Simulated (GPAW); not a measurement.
Be in GPAW: convergence with k mesh

Input of the first run (k mesh 3 × 3 × 2); the others differ in this setting and in those tied to it:

File run.py:

```python
from ase.dft.bandgap import bandgap
from ase.io import read, write
from ase.units import GPa
from gpaw import GPAW, PW

atoms = read('POSCAR')

calc = GPAW(mode=PW(800),
            xc='LDA',
            kpts={'size': (3, 3, 2), 'gamma': True},
            occupations={'name': 'fermi-dirac', 'width': 0.05},
            nbands=9,
            convergence={'density': 1e-05, 'energy': 1e-05},
            maxiter=100,
            txt='gpaw.txt')
atoms.calc = calc
energy = atoms.get_potential_energy()
forces = atoms.get_forces()
stress = atoms.get_stress()
calc.write('gs.gpw')
write('result.traj', atoms)
print(f'Energy: {energy:.6f} eV')
print('Forces (eV/A):')
print(forces.round(4))
print('Stress (GPa):', (stress / GPa).round(3))
print('Fermi level:', round(calc.get_fermi_level(), 4), 'eV')
print(f'Gap: {bandgap(calc)[0]:.4f} eV, direct: {bandgap(calc, direct=True)[0]:.4f} eV')
```

POSCAR

```
Be
1.0
    2.2853000000      0.0000000000      0.0000000000
   -1.1426500000      1.9791278553      0.0000000000
    0.0000000000      0.0000000000      3.5842000000
Be
2
Direct
    0.6666666667      0.3333333333      0.7500000000
    0.3333333333      0.6666666667      0.2500000000
```

Potentials or basis: the program's PAW data sets (release 1.2.1) made for this functional, pw.

Launch:

```sh
$ OMP_NUM_THREADS=1 python run.py
```

Hardware: 1 thread of Arm Neoverse V2 (shared host).

Question: The values tried are 3 × 3 × 2, 4 × 4 × 3, 6 × 6 × 3, 7 × 7 × 4, 8 × 8 × 5, 10 × 10 × 6, 12 × 12 × 7, 14 × 14 × 8, 18 × 18 × 10, loosest first. From which on does the pressure stay within 0.1 GPa of the tightest run that finished?

Answer: From 12 × 12 × 7 on.

```
      k mesh  energy less the tightest run, at zero smearing (meV/atom)  pressure (GPa)  SCF cycles  CPU time (s)  peak memory (GiB)
   3 × 3 × 2                                                     640.90            2.32           8           1.4               0.12
   4 × 4 × 3                                                      69.08           -6.58           8           1.6               0.12
   6 × 6 × 3                                                      52.01           -6.54           8           2.1               0.12
   7 × 7 × 4                                                      53.91           -6.32           8           2.8               0.13
   8 × 8 × 5                                                       6.15           -7.07           8           3.6               0.13
 10 × 10 × 6                                                      10.76           -6.82           8           5.7               0.13
 12 × 12 × 7                                                      -6.71           -7.15           8           8.4               0.14
 14 × 14 × 8                                                       2.94           -7.07           8            12               0.16
18 × 18 × 10                                                       0.00           -7.10           8            23                0.2
```

Not settled before the last step: the energy (to 1 meV/atom). Meshes of other sizes hit other points, so gaps and Fermi surfaces needn't settle smoothly. The tightest run that finished is the yardstick and may itself not be fully converged.
